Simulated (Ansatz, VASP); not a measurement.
**Two plane-wave programs on AlN**

The input POSCAR:

```
AlN
1.0
    3.0276690160      0.0000000000      0.0000000000
   -1.5138345080      2.6220382821      0.0000000000
    0.0000000000      0.0000000000      4.8444649434
Al N
2 2
Cartesian
    1.5138345082      0.8740127606      2.4222324717
   -0.0000000002      1.7480255215      0.0000000000
    1.5138345082      0.8740127606      4.2631291502
   -0.0000000002      1.7480255215      1.8408966785
```

Contents of INCAR.step1:

```
ALGO     = Normal         # electronic algorithm
EDIFF    = 1E-5           # SCF threshold, eV
ENCUT    = 500            # plane-wave cutoff, eV
GGA      = PE             # functional
ISIF     = 2              # what is computed and relaxed
ISMEAR   = -1             # smearing method
LASPH    = True           # aspherical terms in the spheres
LREAL    = False          # projectors in reciprocal space
LWAVE    = True           # write WAVECAR
NELM     = 100            # most SCF steps
PREC     = Accurate       # precision mode
SIGMA    = 0.02           # smearing width, eV
```

The input INCAR.step2:

```
AEXX     = 0.2            # exact-exchange fraction
AGGAC    = 0.81         
AGGAX    = 0.72         
ALDAC    = 0.19         
ALGO     = Normal         # electronic algorithm
EDIFF    = 1E-6           # SCF threshold, eV
ENCUT    = 500            # plane-wave cutoff, eV
GGA      = B3             # functional
HFRCUT   = -1           
ISIF     = 2              # what is computed and relaxed
ISMEAR   = -1             # smearing method
ISTART   = 1            
IVDW     = 12             # dispersion correction
LASPH    = True           # aspherical terms in the spheres
LCHARG   = True           # write CHGCAR
LELF     = True           # ELF
LHFCALC  = True           # exact exchange
LORBIT   = 11             # projections on sites
LREAL    = False          # projectors in reciprocal space
LVHAR    = True         
LWAVE    = False          # write WAVECAR
NELM     = 100            # most SCF steps
PREC     = Accurate       # precision mode
PRECFOCK = Fast         
SIGMA    = 0.02           # smearing width, eV
```

Contents of KPOINTS:

```
k-points
0
Gamma
  5 5 3
```

input.yaml

```yaml
crystal:
  lattice:
    - [3.027669016, 0.0, 0.0]
    - [-1.513834508, 2.6220382821, 0.0]
    - [0.0, 0.0, 4.8444649434]
  atoms:
    - { symbol: Al, position: [0.6666666667, 0.3333333333, 0.5] }
    - { symbol: Al, position: [0.3333333333, 0.6666666667, 0.0] }
    - { symbol: "N", position: [0.6666666667, 0.3333333333, 0.88] }
    - { symbol: "N", position: [0.3333333333, 0.6666666667, 0.38] }
hamiltonian:
  xc: b3lyp
  pseudopotentials: { kind: paw }
  dispersion: d3bj
kpoints:
  mp_grid: { grid: [5, 5, 3] }
scf:
  occupations: { method: fermi_dirac, width: 0.02 }
output:
  forces: true
  stress: true
  eigenvalues: true
  bader: true
  populations: true
  write_density: true
  write_potential: true
  elf: true
  volumetric_format: npy
```

Change from the starting cell: volume scaled by 0.92.

Alike in both runs: task atomic charges; functional B3LYP; dispersion D3(BJ); k mesh 5 × 5 × 3; occupations fermi-dirac, width 0.02 eV; no spin polarisation.

|  | VASP | Ansatz |
| --- | --- | --- |
| version | VASP 6.6.1 | Ansatz 0.2.0 |
| potentials or method | VASP PAW PBE potentials, release 64 (Al, N) | Ansatz PAW |
| plane-wave cutoff (eV) | 500 | 420 |
| valence electrons in the cell | 16 | 16 |

VASP gave:

* gap on the k mesh at the Fermi level (eV): 7.02
* least direct gap on the mesh (eV): 7.02
* pressure (GPa): 13.4
* largest component of the traceless stress (GPa): 1.07
* rms of the force components (eV/Å): 0.107
* dispersion energy (meV/atom): -538.9

Estimate Ansatz's values.

gap on the k mesh at the Fermi level (eV): 7.04; least direct gap on the mesh (eV): 7.04; pressure (GPa): 12.4; largest component of the traceless stress (GPa): 1.01; rms of the force components (eV/Å): 0.106; dispersion energy (meV/atom): -539.0.

Atom by atom the forces differ by 0.001 eV/Å (rms over components).

Caveats: the k mesh is coarse (spacing up to 0.48 Å⁻¹), so the values aren't converged, least of all with exact exchange; the PAW data sets were made with another functional, which shifts forces and pressure a little (VASP); an odd mesh through Γ misses points on the zone boundary, where band edges often lie (VASP); odd divisions of the mesh miss points on the zone boundary, where band edges often lie, so the gap on the mesh can be too wide (Ansatz); the pressure holds a Pulay correction of +0.5 GPa for the finite cutoff (Ansatz); the PAW data sets come from PBE, with cores solved anew for the run's functional, which leaves a small shift of forces and pressure (Ansatz); the thresholds are loose for stress (Ansatz).
